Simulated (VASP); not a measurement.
Level of theory: PBEsol GGA, VASP's PBE PAW potentials (set 64) (plane waves; VASP).

VASP ran on this input.

File KPOINTS:
```
Automatic mesh
0
Gamma
8 8 8
0 0 0
```

INCAR:
```
SYSTEM=LiI
PREC=Accurate; ENCUT=520; LREAL=F
LASPH=T
EDIFF=1E-8; NELM=100; ALGO=Normal
LMAXMIX=4
ISMEAR=0; SIGMA=0.01
GGA=PS
IBRION=8; NSW=1
LWAVE=F; LCHARG=F
LEPSILON=T
```

**POSCAR**
```
LiI
1.0
  0.0000000000   2.9513818605   2.9513818605
  2.9513818605   0.0000000000   2.9513818605
  2.9513818605   2.9513818605   0.0000000000
Li I
1 1
Cart
  0.0000000000   0.0000000000   0.0000000000
  2.9513818605   2.9513818605   2.9513818605
```

POTCAR, in this order: Li_sv I (PBE.64 set). Program: vasp_std.

Output of the run:

File OSZICAR:
```
...
RMM:   9    -0.535529708966E+00   -0.23854E-04    0.56386E-04  2625   0.562E-02    0.119E-03
RMM:  10    -0.535446724878E+00    0.82984E-04    0.11572E-03  2438   0.382E-02    0.587E-03
RMM:  11    -0.535487751862E+00   -0.41027E-04    0.79558E-04  2579   0.239E-02    0.919E-03
RMM:  12    -0.535504912960E+00   -0.17161E-04    0.34507E-04  2459   0.151E-02    0.128E-02
RMM:  13    -0.535525246974E+00   -0.20334E-04    0.13424E-04  2592   0.975E-03    0.115E-02
RMM:  14    -0.535538408375E+00   -0.13161E-04    0.40984E-05  2374   0.672E-03    0.835E-03
RMM:  15    -0.535544001083E+00   -0.55927E-05    0.21141E-05  2281   0.494E-03    0.541E-03
RMM:  16    -0.535541063161E+00    0.29379E-05    0.16410E-05  2262   0.419E-03    0.139E-03
RMM:  17    -0.535524517265E+00    0.16546E-04    0.18848E-05  2336   0.330E-03    0.601E-04
RMM:  18    -0.535513718163E+00    0.10799E-04    0.14350E-05  2324   0.190E-03    0.408E-04
RMM:  19    -0.535511109172E+00    0.26090E-05    0.10709E-05  2444   0.923E-04    0.506E-05
RMM:  20    -0.535511990532E+00   -0.88136E-06    0.39601E-06  1952   0.452E-04    0.184E-04
RMM:  21    -0.535511764951E+00    0.22558E-06    0.13768E-06  1971   0.317E-04    0.867E-05
RMM:  22    -0.535511587427E+00    0.17752E-06    0.76306E-08  1210   0.174E-04    0.541E-05
RMM:  23    -0.535511327028E+00    0.26040E-06   -0.72363E-08  1084   0.127E-04    0.675E-05
RMM:  24    -0.535511241616E+00    0.85412E-07   -0.30714E-07   992   0.100E-04    0.192E-05
RMM:  25    -0.535511253925E+00   -0.12309E-07   -0.19877E-07   945   0.867E-05    0.437E-05
RMM:  26    -0.535511233143E+00    0.20781E-07   -0.21378E-07   917   0.811E-05    0.201E-05
RMM:  27    -0.535511233728E+00   -0.58463E-09   -0.10501E-07   896   0.780E-05    0.120E-05
RMM:  28    -0.535511232678E+00    0.10504E-08   -0.12709E-07   856   0.759E-05    0.739E-06
 Linear response to external field, progress :
  Direction:   3
       N       E                     dE             d eps       ncg     rms          rms(c)
RMM:   1    -0.493915565279E+00   -0.49392E+00   -0.10979E+00  2147   0.511E+00
RMM:   2    -0.534059980856E+00   -0.40144E-01   -0.76384E-02  2307   0.143E+00    0.156E+00
RMM:   3    -0.496256357337E+00    0.37804E-01   -0.63535E-02  2214   0.141E+00    0.769E-01
RMM:   4    -0.517409277242E+00   -0.21153E-01   -0.51706E-02  2173   0.131E+00    0.156E-01
RMM:   5    -0.534171250446E+00   -0.16762E-01   -0.70423E-03  2319   0.533E-01    0.281E-02
RMM:   6    -0.534871894289E+00   -0.70064E-03   -0.31135E-03  2533   0.240E-01    0.170E-02
RMM:   7    -0.535331437504E+00   -0.45954E-03   -0.24972E-03  2470   0.139E-01    0.699E-03
RMM:   8    -0.535500007637E+00   -0.16857E-03   -0.89409E-04  2522   0.876E-02    0.198E-03
RMM:   9    -0.535529749477E+00   -0.29742E-04    0.38158E-04  2627   0.558E-02    0.218E-03
RMM:  10    -0.535492217471E+00    0.37532E-04    0.70817E-04  2518   0.372E-02    0.422E-03
RMM:  11    -0.535523518475E+00   -0.31301E-04    0.60671E-04  2578   0.238E-02    0.688E-03
RMM:  12    -0.535504813826E+00    0.18705E-04    0.40505E-04  2588   0.151E-02    0.117E-02
RMM:  13    -0.535519029412E+00   -0.14216E-04    0.21953E-04  2279   0.113E-02    0.509E-03
RMM:  14    -0.535515185484E+00    0.38439E-05    0.10172E-04  2607   0.679E-03    0.482E-03
RMM:  15    -0.535513637705E+00    0.15478E-05    0.27187E-05  2296   0.522E-03    0.163E-03
RMM:  16    -0.535512905527E+00    0.73218E-06   -0.20676E-06  2443   0.345E-03    0.206E-04
RMM:  17    -0.535512610027E+00    0.29550E-06    0.19240E-08  2484   0.220E-03    0.205E-04
RMM:  18    -0.535511563478E+00    0.10465E-05    0.23954E-06  2377   0.134E-03    0.922E-05
RMM:  19    -0.535511312681E+00    0.25080E-06    0.56052E-06  1559   0.753E-04    0.275E-05
RMM:  20    -0.535511243761E+00    0.68921E-07    0.33589E-06  1751   0.440E-04    0.637E-05
RMM:  21    -0.535511301941E+00   -0.58180E-07    0.17745E-06  1177   0.242E-04    0.502E-05
RMM:  22    -0.535511246707E+00    0.55234E-07    0.25543E-07  1114   0.159E-04    0.735E-05
RMM:  23    -0.535511223027E+00    0.23680E-07    0.57550E-09  1005   0.114E-04    0.218E-05
RMM:  24    -0.535511230775E+00   -0.77482E-08   -0.26380E-07   954   0.923E-05    0.492E-05
RMM:  25    -0.535511246589E+00   -0.15813E-07   -0.13792E-07   916   0.852E-05    0.741E-06
 Linear response DOF=           2
 Linear response progress:
  Degree of freedom:   1/  2
       N       E                     dE             d eps       ncg     rms          rms(c)
RMM:   1    -0.154311898765E+00   -0.15431E+00    0.24372E+00  1345   0.240E+01
RMM:   2    -0.158547951709E+00   -0.42361E-02   -0.18775E-02  2031   0.108E+00    0.120E-01
RMM:   3    -0.158345921113E+00    0.20203E-03   -0.32479E-03  2365   0.422E-01    0.648E-02
RMM:   4    -0.158051509542E+00    0.29441E-03   -0.65037E-04  2361   0.207E-01    0.471E-03
RMM:   5    -0.158147292583E+00   -0.95783E-04   -0.87997E-05  2485   0.488E-02    0.224E-03
RMM:   6    -0.158311053626E+00   -0.16376E-03   -0.45115E-05  2288   0.323E-02    0.116E-03
RMM:   7    -0.158414074110E+00   -0.10302E-03   -0.15664E-05  2302   0.219E-02    0.554E-04
RMM:   8    -0.158459514768E+00   -0.45441E-04   -0.13888E-05  2442   0.151E-02    0.314E-04
RMM:   9    -0.158464099316E+00   -0.45845E-05   -0.64433E-06  2714   0.111E-02    0.218E-04
RMM:  10    -0.158464013530E+00    0.85786E-07   -0.21391E-06  2761   0.945E-03    0.201E-04
RMM:  11    -0.158463350909E+00    0.66262E-06    0.25001E-06  2227   0.847E-03    0.315E-04
RMM:  12    -0.158465059279E+00   -0.17084E-05    0.42009E-06  2392   0.746E-03    0.362E-04
RMM:  13    -0.158464913020E+00    0.14626E-06    0.63197E-06  2627   0.658E-03    0.505E-04
RMM:  14    -0.158465909199E+00   -0.99618E-06    0.61292E-06  2320   0.589E-03    0.518E-04
RMM:  15    -0.158466348377E+00   -0.43918E-06    0.64863E-06  2637   0.522E-03    0.569E-04
RMM:  16    -0.158466472361E+00   -0.12398E-06    0.54690E-06  2650   0.464E-03    0.609E-04
RMM:  17    -0.158466803757E+00   -0.33140E-06    0.51112E-06  2393   0.414E-03    0.621E-04
 Linear response progress:
  Degree of freedom:   2/  2
       N       E                     dE             d eps       ncg     rms          rms(c)
RMM:   1    -0.785713717483E-01   -0.78571E-01    0.50990E-02  2410   0.147E+00
RMM:   2    -0.791858289333E-01   -0.61446E-03   -0.14615E-03  2149   0.258E-01    0.445E-02
RMM:   3    -0.795282297807E-01   -0.34240E-03   -0.28358E-04  2334   0.898E-02    0.231E-02
RMM:   4    -0.799170964091E-01   -0.38887E-03   -0.87409E-05  2297   0.524E-02    0.595E-03
RMM:   5    -0.799712948771E-01   -0.54198E-04   -0.13543E-05  2410   0.216E-02    0.502E-03
RMM:   6    -0.799561783176E-01    0.15117E-04    0.14964E-05  2483   0.753E-03    0.148E-03
RMM:   7    -0.799568681706E-01   -0.68985E-06    0.39961E-05  2550   0.292E-03    0.807E-04
RMM:   8    -0.799539031964E-01    0.29650E-05    0.20369E-05  2584   0.127E-03    0.131E-04
RMM:   9    -0.799542747461E-01   -0.37155E-06    0.12538E-05  2714   0.505E-04    0.774E-05
RMM:  10    -0.799539107851E-01    0.36396E-06    0.58296E-06  2637   0.223E-04    0.308E-05
RMM:  11    -0.799538098938E-01    0.10089E-06    0.24358E-06  2753   0.111E-04    0.878E-06
RMM:  12    -0.799537824811E-01    0.27413E-07    0.12840E-06  2753   0.610E-05    0.825E-06
RMM:  13    -0.799537362183E-01    0.46263E-07    0.61527E-07  2722   0.350E-05    0.485E-07
RMM:  14    -0.799537303104E-01    0.59078E-08    0.32402E-07  2588   0.239E-05    0.441E-07
RMM:  15    -0.799537337023E-01   -0.33919E-08    0.18029E-07  2032   0.196E-05    0.171E-06
RMM:  16    -0.799537305034E-01    0.31990E-08    0.12174E-07  1759   0.177E-05    0.145E-06
RMM:  17    -0.799537328988E-01   -0.23954E-08    0.75570E-08  1595   0.170E-05    0.231E-06
 Linear response finished
```

OUTCAR:
```
------------------------ aborting loop because EDIFF is reached ----------------------------------------

 HEAD OF MICROSCOPIC STATIC DIELECTRIC TENSOR (INDEPENDENT PARTICLE, excluding Hartree and local field effects)
 ------------------------------------------------------
           4.807865    -0.000000     0.000000
          -0.000000     4.807865    -0.000000
           0.000000    -0.000000     4.807865
 ------------------------------------------------------

 MACROSCOPIC STATIC DIELECTRIC TENSOR (including local field effects in DFT)
 ------------------------------------------------------
           4.356579     0.000000    -0.000000
           0.000000     4.356579     0.000000
           0.000000     0.000000     4.356579
 ------------------------------------------------------

 PIEZOELECTRIC TENSOR (including local field effects)  for field in x, y, z        (e  Angst)
          XX          YY          ZZ          XY          YZ          ZX
  --------------------------------------------------------------------------------
  x     0.00000     0.00000     0.00000     0.00000     0.00000     0.00000
  y     0.00000     0.00000     0.00000     0.00000     0.00000     0.00000
  z     0.00000     0.00000     0.00000     0.00000     0.00000     0.00000

 PIEZOELECTRIC TENSOR (including local field effects)  for field in x, y, z        (C/m^2)
          XX          YY          ZZ          XY          YZ          ZX
  --------------------------------------------------------------------------------
  x     0.00000     0.00000     0.00000     0.00000     0.00000     0.00000
  y     0.00000     0.00000     0.00000     0.00000     0.00000     0.00000
  z     0.00000     0.00000     0.00000     0.00000     0.00000     0.00000

 BORN EFFECTIVE CHARGES (including local field effects) (in |e|, cummulative output)
 ---------------------------------------------------------------------------------
 ion    1
    1     1.29642     0.00000     0.00000
    2    -0.00000     1.29642     0.00000
    3     0.00000     0.00000     1.29642
 ion    2
    1    -1.29642    -0.00000     0.00000
    2     0.00000    -1.29642     0.00000
    3     0.00000     0.00000    -1.29642

   1 f  =    4.800789 THz    30.164249 2PiTHz  160.137095 cm-1    19.854460 meV
             X         Y         Z           dx          dy          dz
      0.000000  0.000000  0.000000     0.973829    0.000000    0.000000
      2.951382  2.951382  2.951382    -0.227284    0.000000    0.000000

   2 f  =    4.800789 THz    30.164249 2PiTHz  160.137095 cm-1    19.854460 meV
             X         Y         Z           dx          dy          dz
      0.000000  0.000000  0.000000    -0.000000    0.000000   -0.973829
      2.951382  2.951382  2.951382    -0.000000    0.000000    0.227284

   3 f  =    4.800789 THz    30.164249 2PiTHz  160.137095 cm-1    19.854460 meV
             X         Y         Z           dx          dy          dz
      0.000000  0.000000  0.000000    -0.000000   -0.973829    0.000000
      2.951382  2.951382  2.951382    -0.000000    0.227284    0.000000

   4 f/i=    0.007449 THz     0.046803 2PiTHz    0.248468 cm-1     0.030806 meV
             X         Y         Z           dx          dy          dz
      0.000000  0.000000  0.000000     0.004332   -0.041928    0.223341
      2.951382  2.951382  2.951382     0.018560   -0.179647    0.956935

   5 f/i=    0.007449 THz     0.046803 2PiTHz    0.248468 cm-1     0.030806 meV
             X         Y         Z           dx          dy          dz
      0.000000  0.000000  0.000000    -0.226081   -0.023358    0.000000
      2.951382  2.951382  2.951382    -0.968672   -0.100079    0.000000

   6 f/i=    0.007449 THz     0.046803 2PiTHz    0.248468 cm-1     0.030806 meV
             X         Y         Z           dx          dy          dz
      0.000000  0.000000  0.000000     0.022953   -0.222159   -0.042151
      2.951382  2.951382  2.951382     0.098343   -0.951868   -0.180603

 MACROSCOPIC STATIC DIELECTRIC TENSOR IONIC CONTRIBUTION
 ------------------------------------------------------
           9.500955     0.000000     0.000000
           0.000000     9.500955     0.000000
           0.000000     0.000000     9.500955
 ------------------------------------------------------

 ELASTIC MODULI CONTR FROM IONIC RELAXATION (kBar)
 Direction    XX          YY          ZZ          XY          YZ          ZX
 --------------------------------------------------------------------------------
 XX           0.0000      0.0000      0.0000      0.0000      0.0000      0.0000
 YY           0.0000      0.0000      0.0000      0.0000      0.0000      0.0000
 ZZ           0.0000      0.0000      0.0000      0.0000      0.0000      0.0000
 XY           0.0000      0.0000      0.0000      0.0000      0.0000      0.0000
 YZ           0.0000      0.0000      0.0000      0.0000      0.0000      0.0000
 ZX           0.0000      0.0000      0.0000      0.0000      0.0000      0.0000
 --------------------------------------------------------------------------------

 PIEZOELECTRIC TENSOR IONIC CONTR  for field in x, y, z        (C/m^2)
          XX          YY          ZZ          XY          YZ          ZX
  --------------------------------------------------------------------------------
  x     0.00000     0.00000     0.00000     0.00000     0.00000     0.00000
  y     0.00000     0.00000     0.00000     0.00000     0.00000     0.00000
  z     0.00000     0.00000     0.00000     0.00000     0.00000     0.00000
```
(Selected blocks of OUTCAR.)

The compound is LiI in the rock salt structure. It was relaxed first, which changed the volume by -6 %.
